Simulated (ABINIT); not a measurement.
The system is SnTe.

```
Te Sn
1.0
     0.00000    3.61115    3.61115
     3.61115    0.00000    3.61115
     3.61115    3.61115    0.00000
Te Sn
1 1
Direct
  0.25000 0.25000 0.25000
  0.00000 0.00000 0.00000
```

Measurements of this composition are mostly on another form, of space group No. 225.

Base run:

| Item | Value |
| --- | --- |
| Program | ABINIT 10.8.3 (patched build) |
| Functional | PBE |
| Potentials or basis | JTH PAW PBE v2.0 |
| Cutoff | 599 eV |
| k mesh | 7 × 7 × 7 |
| Occupations | fermi-dirac, width 0.05 eV |
| Spin | no spin polarisation |

Its results: pressure -0.1 GPa.

**Question.** The run is repeated on the same cell with these changes: functional from PBE to LDA; potentials or basis from JTH PAW PBE v2.0 to JTH PAW LDA v2.0. What comes out?

**Answer.** Pressure -2.2 GPa.
